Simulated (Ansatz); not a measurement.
# Si/ZnS/CoSi2: a contact from a semiconductor to a metal, part 2 of 2

Wanted: barrier heights, local density of states and T(E) for Si/ZnS/CoSi2. The semiconductor is Si diamond(111), undoped, with its far face capped by hydrogen, and the metal is CoSi2 fluorite(111) turned by 180 degrees (type B), with ZnS zinc blende(111) between them (whole bilayers). After relaxation the nearest pair at the metal is Si–Zn at 2.46 Å, along the normal. The common net has a side of 3.854 Å, which strains the semiconductor by -0.4 %, the layer between by +0.0 % and the metal by +1.7 %, against typed lattice constants near PBE's. The first steps treat the bulk crystals alone.

Ansatz 0.2.0; PBE DFT, plane waves, PAW files (the session's first sound run).

So far. Step 4 (Relaxation): The largest force component on a free atom ends at 0.022 eV/Å. At one or more of this run's solves the program warned of density in the dipole ramp over its bound, where dipole, forces and levels can be off. Step 5 (T(E) from the semiconductor into the metal, atomic …): The semiconductor's channels close between -0.45 and +0.15 eV. In the worse lead the potential repeats within 37 meV, which the program flags as too much for a lead, so the lead is short or a field runs through it.

## 6. T(E) from the semiconductor into the metal, atomic planes in the barrier 6, gap between the electrodes 11.91 Å

System of this step: Si/ZnS/CoSi2. The cell holds 54 atoms: 38 Si, 3 S, 3 Zn, 9 Co and 1 H. Its edges and angles: a = 3.854 Å, b = 3.854 Å, c = 96.313 Å, α = 90.0°, β = 90.0°, γ = 120.0°. Regions: left electrode, 20 atoms (20 Si); barrier, 6 atoms (3 S and 3 Zn); right electrode, 27 atoms (18 Si and 9 Co). Vacuum lies along c.

A thicker layer between them.

File input.yaml:

```yaml
crystal:
  lattice:
    - [3.854, 0.0, 0.0]
    - [-1.927, 3.3376619062, 0.0]
    - [0.0, 0.0, 96.3133884506]
  atoms:
    - { symbol: Si, position: [0.66666667, 0.33333333, 0.1609329736] }
    - { symbol: Si, position: [0.0, 0.0, 0.1691843054] }
    - { symbol: Si, position: [0.0, 0.0, 0.1937693333] }
    - { symbol: Si, position: [0.33333333, 0.66666667, 0.2020206652] }
    - { symbol: Si, position: [0.33333333, 0.66666667, 0.2266056931] }
    - { symbol: Si, position: [0.66666667, 0.33333333, 0.2348570249] }
    - { symbol: Si, position: [0.66666667, 0.33333333, 0.2594420528] }
    - { symbol: Si, position: [0.0, 0.0, 0.2676933847] }
[... 42 atom lines left out ...]
    - { symbol: Si, position: [0.33333333, 0.66666667, 0.8392768306] }
    - { symbol: Co, position: [0.0, 0.0, 0.8469590079] }
    - { symbol: Si, position: [0.66666667, 0.33333333, 0.8546411851] }
    - { symbol: H, position: [0.66666667, 0.33333333, 0.1453588149] }
kpoints:
  mp_grid: { grid: [8, 8, 1] }
scf:
  occupations: { method: fermi_dirac, width: 0.1 }
  max_iter: 150
hamiltonian:
  xc: pbe
efield:
  axis: 3
  dipole_correction: true
output:
  transmission:
    kmesh: [12, 12]
    e_range: [-2.5, 2.5]
    de: 0.05
    leads: [[8, 10], [39, 42]]
  dos: { projected: true, e_range: [-6, 5], de: 0.05 }
  write_potential: true
  write_density: true
  volumetric_format: npy
```

On the command line:

```console
$ ansatz run input.yaml --threads 8 --pin off --max-ram 24576MiB --backend cpu --events-out ev --progress --plain --runs-dir out
```

It took 4.2 min on 8 threads of Arm Neoverse V2, shared host; peak memory 10 GiB; 31 min of CPU time.

Numbers from this step:

- free energy: -82990.0067 eV
- Fermi energy: 5.178 eV
- potential step in the lower lead: 39.6 meV
- potential step in the upper lead: 8.3 meV
- work function, upper face: 4.957 eV
- work function, lower face: 4.218 eV
- dipole along the normal: -0.05251 e·Å
- dipole field: -0.007669 V/Å

One spin. Transmission, zone mean against energy, zero at the Fermi level:

```
energy (eV)  transmission, zone mean
      -2.50                    0.117
      -2.40                    0.166
      -2.35                    0.123
      -2.15                   0.0506
      -2.00                   0.0206
      -1.80                   0.0196
      -1.65                  0.00338
      -1.45                  0.00284
      -1.30                   8.9e-4
      -1.10                   4.7e-4
      -0.95                   4.5e-4
      -0.80                   3.2e-4
      -0.60                   2.0e-4
      -0.45                  3.4e-10
      -0.25                        0
      -0.10                        0
       0.00                        0
       0.10                        0
       0.25                        0
       0.45                   1.2e-4
       0.60                   2.3e-4
       0.80                   5.5e-4
       0.95                   8.1e-4
       1.10                  0.00982
       1.20                   0.0593
       1.30                  0.00867
       1.45                   0.0109
       1.65                   0.0868
       1.80                    0.108
       1.85                    0.154
       2.00                    0.127
       2.15                    0.184
       2.35                    0.290
       2.50                    0.433
```

One spin. The open channels, zone mean by energy, zero at the Fermi level:

```
energy (eV)  lower lead  upper lead
      -2.50        1.72        1.31
      -2.35        1.55        1.23
      -2.25        1.55        1.23
      -2.10        1.42        1.42
      -1.95        1.30        1.41
      -1.80        1.34        1.92
      -1.70        1.22        1.67
      -1.55       0.938        2.10
      -1.40       0.729        1.32
      -1.30       0.604        1.40
      -1.15       0.521        1.72
      -1.00       0.312        1.63
      -0.90       0.312        1.63
      -0.75       0.146        1.88
      -0.60       0.146        1.94
      -0.45      0.0139        1.79
      -0.35           0        1.79
      -0.20           0        1.60
      -0.05           0        1.35
       0.00           0        1.27
       0.05           0        1.27
       0.20      0.0417        1.15
       0.35       0.208       0.979
       0.45       0.292       0.979
       0.60       0.333       0.903
       0.75       0.583       0.736
       0.90        0.75       0.639
       1.00       0.833       0.597
       1.15        1.03       0.556
       1.30        1.36       0.556
       1.40        1.40       0.528
       1.55        1.69       0.799
       1.70        1.99       0.840
       1.80        2.15       0.924
       1.95        2.24        1.26
       2.10        2.24        1.42
       2.25        2.03        1.63
       2.35        1.78        1.96
       2.50        1.87        1.83
```

Projected DOS an atom over height of the atomic layer and energy from the Fermi level. Layers: H Si Si Si Si Si Si Si Si Si Si Si Si Si Si Si Si Si Si Si Si S Zn S Zn S Zn Si Co Si Si Co Si Si Co Si Si Co Si Si Co Si Si Co Si Si Co Si Si Co Si Si Co Si; projections on atoms miss part of the total, and the computed bands can run out at the top of the range; a column is the mean of 4 neighbouring layers, the last of those left over.

Values in states/eV, 22 rows by 14 columns, each cell a mean:
```
0.06 0.05 0.06 0.07 0.07 0.02 0.04 0.06 0.05 0.05 0.05 0.05 0.06 0.06
0.24 0.26 0.27 0.26 0.29 0.11 0.18 0.26 0.26 0.27 0.26 0.25 0.32 0.32
0.39 0.43 0.40 0.40 0.38 0.19 0.30 0.50 0.54 0.54 0.52 0.54 0.53 0.48
0.61 0.69 0.71 0.61 0.50 0.25 0.29 0.32 0.32 0.31 0.32 0.29 0.25 0.24
0.49 0.55 0.55 0.65 0.69 0.38 0.39 0.29 0.29 0.28 0.26 0.33 0.41 0.37
0.50 0.56 0.54 0.50 0.51 0.33 0.27 0.51 0.57 0.58 0.57 0.56 0.46 0.33
0.45 0.68 0.67 0.66 0.58 0.37 0.14 0.31 0.38 0.39 0.43 0.38 0.35 0.48
0.20 0.34 0.35 0.43 0.55 0.39 0.13 0.17 0.13 0.12 0.12 0.12 0.16 0.51
0.08 0.19 0.21 0.23 0.35 0.35 0.16 0.26 0.16 0.14 0.16 0.14 0.15 0.36
0.01 0.03 0.05 0.09 0.18 0.18 0.11 0.30 0.23 0.26 0.29 0.26 0.27 0.52
0.00 0.00 0.00 0.01 0.07 0.07 0.14 0.62 0.47 0.45 0.56 0.46 0.48 1.01
0.07 0.10 0.10 0.06 0.02 0.01 0.18 1.03 0.75 0.74 1.07 0.74 0.67 1.16
0.18 0.29 0.28 0.22 0.11 0.02 0.13 1.68 0.86 0.87 1.55 0.87 0.93 2.46
0.40 0.59 0.53 0.49 0.27 0.06 0.28 2.17 1.26 1.26 2.28 1.25 1.26 1.91
0.53 0.65 0.64 0.63 0.55 0.18 0.55 1.11 0.63 0.61 1.00 0.64 0.61 1.29
0.59 0.67 0.69 0.67 0.69 0.40 0.60 0.69 0.54 0.55 0.74 0.55 0.54 0.87
0.54 0.68 0.70 0.76 0.74 0.65 0.62 0.62 0.57 0.57 0.71 0.55 0.61 0.68
0.47 0.62 0.58 0.58 0.65 0.80 0.55 0.94 0.94 0.96 1.09 0.95 0.93 0.62
0.55 0.49 0.53 0.53 0.59 0.86 0.40 0.63 0.54 0.53 0.54 0.55 0.50 0.32
0.25 0.23 0.25 0.32 0.36 0.71 0.29 0.37 0.39 0.40 0.38 0.40 0.37 0.21
0.10 0.15 0.14 0.14 0.25 0.66 0.39 0.26 0.26 0.26 0.24 0.25 0.29 0.16
0.13 0.19 0.17 0.17 0.23 0.53 0.42 0.24 0.27 0.28 0.24 0.28 0.27 0.17
```
Columns: height of the atomic layer (Å) from 16.1 to 81.9 (not evenly spaced); rows upwards: energy from the Fermi level (eV) from -6 to 5.

The semiconductor's channels close between -0.45 and +0.15 eV. In the worse lead the potential repeats within 40 meV, which the program flags as too much for a lead, so the lead is short or a field runs through it.

## 7. T(E) from the semiconductor into the metal, atomic planes in the barrier 8, gap between the electrodes 15.06 Å

System of this step: Si/ZnS/CoSi2. The cell holds 56 atoms: 38 Si, 4 S, 4 Zn, 9 Co and 1 H. Its edges and angles: a = 3.854 Å, b = 3.854 Å, c = 99.470 Å, α = 90.0°, β = 90.0°, γ = 120.0°. Regions: left electrode, 20 atoms (20 Si); barrier, 8 atoms (4 S and 4 Zn); right electrode, 27 atoms (18 Si and 9 Co). Vacuum lies along c.

File input.yaml:

```yaml
crystal:
  lattice:
    - [3.854, 0.0, 0.0]
    - [-1.927, 3.3376619062, 0.0]
    - [0.0, 0.0, 99.46994124]
  atoms:
    - { symbol: Si, position: [0.66666667, 0.33333333, 0.1558259692] }
    - { symbol: Si, position: [0.0, 0.0, 0.1638154555] }
    - { symbol: Si, position: [0.0, 0.0, 0.1876203086] }
    - { symbol: Si, position: [0.33333333, 0.66666667, 0.1956097949] }
    - { symbol: Si, position: [0.33333333, 0.66666667, 0.219414648] }
    - { symbol: Si, position: [0.66666667, 0.33333333, 0.2274041343] }
    - { symbol: Si, position: [0.66666667, 0.33333333, 0.2512089874] }
    - { symbol: Si, position: [0.0, 0.0, 0.2591984737] }
[... 44 atom lines left out ...]
    - { symbol: Si, position: [0.66666667, 0.33333333, 0.8443771771] }
    - { symbol: Co, position: [0.33333333, 0.66666667, 0.8518155702] }
    - { symbol: Si, position: [0.0, 0.0, 0.8592539633] }
    - { symbol: H, position: [0.66666667, 0.33333333, 0.1407460367] }
kpoints:
  mp_grid: { grid: [8, 8, 1] }
scf:
  occupations: { method: fermi_dirac, width: 0.1 }
  max_iter: 150
hamiltonian:
  xc: pbe
efield:
  axis: 3
  dipole_correction: true
output:
  transmission:
    kmesh: [12, 12]
    e_range: [-2.5, 2.5]
    de: 0.05
    leads: [[8, 10], [41, 44]]
  dos: { projected: true, e_range: [-6, 5], de: 0.05 }
  write_potential: true
  write_density: true
  volumetric_format: npy
```

Elapsed: 4.7 min, on 8 threads; peak memory 11 GiB; 35 min of CPU time.

One spin. The transmission, zone mean by energy, zero at the Fermi level:

| energy (eV) | transmission, zone mean |
| --- | --- |
| -2.50 | 0.0342 |
| -2.35 | 0.0581 |
| -2.30 | 0.0680 |
| -2.25 | 0.0570 |
| -2.10 | 0.0224 |
| -1.95 | 0.0352 |
| -1.80 | 0.00493 |
| -1.70 | 0.00223 |
| -1.55 | 0.00126 |
| -1.40 | 5.4e-4 |
| -1.30 | 2.5e-4 |
| -1.15 | 1.8e-4 |
| -1.00 | 1.4e-4 |
| -0.90 | 1.4e-4 |
| -0.75 | 1.2e-4 |
| -0.60 | 8.6e-5 |
| -0.45 | 1.2e-11 |
| -0.35 | 0 |
| -0.20 | 0 |
| -0.05 | 0 |
| 0.00 | 0 |
| 0.05 | 0 |
| 0.20 | 0 |
| 0.35 | 2.5e-5 |
| 0.45 | 4.2e-5 |
| 0.60 | 9.5e-6 |
| 0.75 | 1.0e-4 |
| 0.90 | 4.3e-4 |
| 1.00 | 0.0104 |
| 1.15 | 0.00482 |
| 1.30 | 0.00502 |
| 1.40 | 0.00267 |
| 1.55 | 0.0232 |
| 1.70 | 0.0841 |
| 1.80 | 0.118 |
| 1.95 | 0.113 |
| 2.10 | 0.144 |
| 2.25 | 0.183 |
| 2.35 | 0.214 |
| 2.50 | 0.322 |

The semiconductor's channels close between -0.45 and +0.15 eV. In the worse lead the potential repeats within 40 meV, which the program flags as too much for a lead, so the lead is short or a field runs through it.

## 8. Comparing the runs

Times are for 8 threads of Arm Neoverse V2, shared host. The runs compared:

```
no.  gap between the electrodes (Å)  potential step in the lower lead (meV)     time  memory (GiB)
  1                            8.75                                      37  3.2 min           9.7
  2                           11.91                                    39.6  4.2 min            10
  3                           15.06                                    40.1  4.7 min            11
```

The runs together. Transmission, zone mean against energy, zero at the Fermi level:

```
energy (eV)     8.75    11.91    15.06
     -2.400    0.181    0.166   0.0266
     -2.300    0.197    0.126   0.0680
     -2.200    0.131    0.101   0.0517
     -2.000   0.0254   0.0206   0.0121
     -1.800   0.0250   0.0196  0.00493
     -1.600   0.0103  0.00297  0.00117
     -1.400  0.00907  0.00196   5.4e-4
     -1.200  0.00363   7.4e-4   2.0e-4
     -1.000  0.00152   4.1e-4   1.4e-4
     -0.800  0.00100   3.2e-4   1.2e-4
     -0.600   5.4e-4   2.0e-4   8.6e-5
     -0.400        0        0        0
     -0.200        0        0        0
      0.000        0        0        0
      0.200        0        0        0
      0.400   4.3e-4   2.3e-5   2.1e-5
      0.600   6.4e-4   2.3e-4   9.5e-6
      0.800  0.00310   5.5e-4   4.9e-5
      1.000  0.00247  0.00156   0.0104
      1.200   0.0213   0.0593  0.00181
      1.400   0.0364   0.0156  0.00267
      1.600   0.0579   0.0727   0.0523
      1.800    0.183    0.108    0.118
      2.000    0.223    0.127    0.115
      2.200    0.289    0.168    0.136
      2.400    0.359    0.338    0.267
      2.450    0.432    0.403    0.325
```

## 9. The first cell with another functional, cutoff 500 eV

This step: r2SCAN DFT, plane waves, PAW files; ballistic transmission by layer matching between semi-infinite leads (Ansatz 0.2.0).

System of this step: Si/ZnS/CoSi2. The cell holds 52 atoms: 38 Si, 2 S, 2 Zn, 9 Co and 1 H. Its edges and angles: a = 3.854 Å, b = 3.854 Å, c = 93.157 Å, α = 90.0°, β = 90.0°, γ = 120.0°. Regions: left electrode, 20 atoms (20 Si); barrier, 4 atoms (2 S and 2 Zn); right electrode, 27 atoms (18 Si and 9 Co). Vacuum lies along c.

r2SCAN opens the gap somewhat, so the first cell is run again with it to see how the barriers share the change.

File input.yaml:

```yaml
crystal:
  lattice:
    - [3.854, 0.0, 0.0]
    - [-1.927, 3.3376619062, 0.0]
    - [0.0, 0.0, 93.1568356611]
  atoms:
    - { symbol: Si, position: [0.66666667, 0.33333333, 0.1663860724] }
    - { symbol: Si, position: [0.0, 0.0, 0.1749169947] }
    - { symbol: Si, position: [0.0, 0.0, 0.2003350687] }
    - { symbol: Si, position: [0.33333333, 0.66666667, 0.208865991] }
    - { symbol: Si, position: [0.33333333, 0.66666667, 0.234284065] }
    - { symbol: Si, position: [0.66666667, 0.33333333, 0.2428149873] }
    - { symbol: Si, position: [0.66666667, 0.33333333, 0.2682330614] }
    - { symbol: Si, position: [0.0, 0.0, 0.2767639837] }
[... 40 atom lines left out ...]
    - { symbol: Si, position: [0.0, 0.0, 0.8338308408] }
    - { symbol: Co, position: [0.66666667, 0.33333333, 0.8417733232] }
    - { symbol: Si, position: [0.33333333, 0.66666667, 0.8497158056] }
    - { symbol: H, position: [0.66666667, 0.33333333, 0.1502841944] }
kpoints:
  mp_grid: { grid: [8, 8, 1] }
scf:
  occupations: { method: fermi_dirac, width: 0.1 }
  max_iter: 150
hamiltonian:
  xc: r2scan
efield:
  axis: 3
  dipole_correction: true
output:
  transmission:
    kmesh: [12, 12]
    e_range: [-2.5, 2.5]
    de: 0.05
    leads: [[8, 10], [37, 40]]
  dos: { projected: true, e_range: [-6, 5], de: 0.05 }
  write_potential: true
  write_density: true
  volumetric_format: npy
```

It took 6.5 min on 8 threads; peak memory 14 GiB; 49 min of CPU time.

Numbers from this step:

- free energy: -78958.7186 eV
- Fermi energy: 5.090 eV
- potential step in the lower lead: 39 meV
- potential step in the upper lead: 10.4 meV
- work function, upper face: 5.115 eV
- work function, lower face: 4.177 eV
- dipole along the normal: -0.06668 e·Å
- dipole field: -0.01007 V/Å

One spin. Table of transmission, zone mean by energy, zero at the Fermi level:

```csv
energy (eV),"transmission, zone mean"
-2.400,0.120
-2.200,0.0236
-2.000,0.0280
-1.800,0.0128
-1.600,0.0112
-1.400,0.00213
-1.200,6.3e-4
-1.000,4.9e-4
-0.800,3.0e-4
-0.600,0
-0.400,0
-0.200,0
0.000,0
0.200,0
0.400,4.0e-4
0.600,0.00111
0.800,0.00290
1.000,0.00234
1.200,0.00190
1.400,0.0149
1.600,0.0815
1.800,0.0793
2.000,0.153
2.200,0.214
2.400,0.257
2.450,0.285
```

One spin. Table of open channels, zone mean by energy, zero at the Fermi level:

| energy (eV) | lower lead | upper lead |
| --- | --- | --- |
| -2.400 | 1.51 | 1.15 |
| -2.200 | 1.30 | 1.31 |
| -2.000 | 1.13 | 1.53 |
| -1.800 | 0.938 | 1.79 |
| -1.600 | 0.604 | 2.02 |
| -1.400 | 0.562 | 1.28 |
| -1.200 | 0.312 | 1.55 |
| -1.000 | 0.188 | 1.47 |
| -0.800 | 0.146 | 1.88 |
| -0.600 | 0 | 1.88 |
| -0.400 | 0 | 1.83 |
| -0.200 | 0 | 1.48 |
| 0.000 | 0 | 1.27 |
| 0.200 | 0.0417 | 1.23 |
| 0.400 | 0.208 | 0.979 |
| 0.600 | 0.333 | 0.979 |
| 0.800 | 0.583 | 0.896 |
| 1.000 | 0.833 | 0.611 |
| 1.200 | 0.979 | 0.597 |
| 1.400 | 1.36 | 0.472 |
| 1.600 | 1.65 | 0.431 |
| 1.800 | 2.07 | 0.674 |
| 2.000 | 2.15 | 0.882 |
| 2.200 | 2.30 | 1.22 |
| 2.400 | 2.03 | 1.38 |

Projected DOS an atom over height of the atomic layer and energy from the Fermi level. Layers: H Si Si Si Si Si Si Si Si Si Si Si Si Si Si Si Si Si Si Si Si S Zn S Zn Si Co Si Si Co Si Si Co Si Si Co Si Si Co Si Si Co Si Si Co Si Si Co Si Si Co Si; projections on atoms miss part of the total, and the computed bands can run out at the top of the range; a column is the mean of 4 neighbouring layers, the last of those left over.

Values in states/eV, 22 rows by 13 columns, each cell a mean:
```
0.12 0.13 0.14 0.14 0.15 0.07 0.15 0.14 0.12 0.15 0.14 0.14 0.18
0.29 0.29 0.31 0.29 0.32 0.16 0.36 0.40 0.38 0.40 0.38 0.40 0.42
0.43 0.49 0.47 0.46 0.38 0.24 0.45 0.46 0.49 0.48 0.48 0.44 0.36
0.58 0.64 0.67 0.63 0.55 0.27 0.25 0.20 0.20 0.21 0.22 0.25 0.30
0.45 0.53 0.51 0.57 0.59 0.35 0.41 0.46 0.45 0.46 0.46 0.44 0.38
0.48 0.56 0.56 0.52 0.54 0.35 0.28 0.48 0.54 0.50 0.50 0.53 0.37
0.39 0.61 0.60 0.60 0.57 0.33 0.13 0.19 0.21 0.19 0.18 0.21 0.30
0.18 0.32 0.32 0.40 0.48 0.31 0.15 0.14 0.09 0.09 0.09 0.10 0.30
0.07 0.17 0.18 0.20 0.31 0.28 0.23 0.19 0.15 0.15 0.15 0.14 0.23
0.01 0.03 0.05 0.08 0.16 0.15 0.25 0.22 0.26 0.23 0.24 0.28 0.36
0.00 0.00 0.00 0.01 0.06 0.06 0.41 0.37 0.53 0.40 0.41 0.54 0.65
0.03 0.05 0.04 0.02 0.01 0.03 0.74 0.63 1.06 0.76 0.73 1.02 0.73
0.10 0.15 0.16 0.12 0.06 0.03 0.91 0.78 1.40 0.80 0.80 1.44 1.24
0.30 0.45 0.40 0.34 0.19 0.06 1.22 1.35 2.39 1.28 1.30 2.36 1.10
0.44 0.61 0.61 0.59 0.42 0.19 0.66 0.68 0.99 0.62 0.61 1.02 0.77
0.55 0.64 0.63 0.64 0.61 0.45 0.56 0.49 0.69 0.49 0.51 0.68 0.56
0.56 0.70 0.71 0.66 0.68 0.56 0.44 0.52 0.62 0.50 0.48 0.62 0.50
0.49 0.60 0.60 0.65 0.70 0.72 0.46 0.74 0.97 0.82 0.83 0.95 0.73
0.42 0.55 0.57 0.56 0.59 0.79 0.58 0.74 0.74 0.70 0.70 0.73 0.49
0.56 0.43 0.46 0.51 0.53 0.67 0.36 0.43 0.39 0.40 0.42 0.40 0.33
0.14 0.16 0.18 0.20 0.28 0.61 0.28 0.31 0.28 0.30 0.30 0.28 0.25
0.10 0.15 0.14 0.14 0.26 0.70 0.28 0.29 0.23 0.28 0.27 0.26 0.23
```
Columns: height of the atomic layer (Å) from 16.1 to 77.8 (not evenly spaced); rows upwards: energy from the Fermi level (eV) from -6 to 5.

The semiconductor's channels close between -0.65 and +0.20 eV. In the worse lead the potential repeats within 39 meV, which the program flags as too much for a lead, so the lead is short or a field runs through it.

## 10. A check of the settings

This step: PBE DFT, plane waves, PAW files; ballistic transmission by layer matching between semi-infinite leads; changed: scf.max_iter = "max-iter", scf.max_iter = 100 (Ansatz 0.2.0).

This run repeats an earlier one, its twin (the mis run, 4 atomic planes between the electrodes), with two settings changed (scf.max_iter, scf.max-iter; files written aside). The setting was drawn as a possible misstep, on purpose. Where the input is shown as a difference, that is against the step before, not the twin.

input.yaml: that of step 9 with these lines changed.

```diff
@@ -62,5 +62,6 @@
   occupations: { method: fermi_dirac, width: 0.1 }
-  max_iter: 150
+  max-iter: 150
+  max_iter: 100
 hamiltonian:
-  xc: r2scan
+  xc: pbe
 efield:
```

It took 0.02 s on 8 threads; peak memory 0.021 GiB.

The program refused the input before any cycle.

The program's message: “Error: YAML parse error: error: line 63 column 3: unknown field `max-iter`, expected one of max_iter, algorithm, n_extra_bands, self_checks, convergence, lower_state_search, omitted_lower_state_checks …”

A key was misspelt on purpose.

## 11. Summary of results

```
valence edge of the semiconductor lead against the Fermi level, 4 planes    : -0.45 eV
conduction edge of the semiconductor lead against the Fermi level, 4 planes : +0.15 eV
valence edge of the semiconductor lead against the Fermi level, 6 planes    : -0.45 eV
conduction edge of the semiconductor lead against the Fermi level, 6 planes : +0.15 eV
valence edge of the semiconductor lead against the Fermi level, 8 planes    : -0.45 eV
conduction edge of the semiconductor lead against the Fermi level, 8 planes : +0.15 eV
valence edge of the semiconductor lead against the Fermi level, r2SCAN      : -0.65 eV
conduction edge of the semiconductor lead against the Fermi level, r2SCAN   : +0.20 eV
```

The metal's Fermi level lies in the gap of the semiconductor, 0.15 eV under the first conduction channel and 0.45 eV over the last valence one, as read in the lead, away from the contact; bands can bend on the way there. The edges are read from the typed mesh and energy grid, to 0.05 eV at best; the semiconductor's potential still steps by 37 meV a period, so they depend on where the lead is cut. Adding 4 atomic planes to the layer under the metal moves the conduction edge by +0.00 eV, about one grid step or less. r2SCAN moves the edges to -0.65 and +0.20 eV, 0.85 eV apart on the grid against 0.60 eV. The semiconductor is undoped and only a few nanometres thick, with its far face capped by hydrogen. A semilocal functional narrows gaps, and the two barriers add up to the gap, so their sum is too small. No spin-orbit coupling, phonons, disorder or image charges enter; the interfaces are ordered, one cell wide and lattice-matched by strain. Semilocal gaps are too small, which can bring a band edge of the barrier nearer to the Fermi level than it is.

[Logs are printed without paths, hosts, clocks, repeated set-up lines and the standing remarks that a program may print on its own settings, such as how far it seeks lower states.]

[Hosts, paths, dates, database ids (printed as entryN), source tags and the programs' standing remarks are cut or masked in the printed files.]
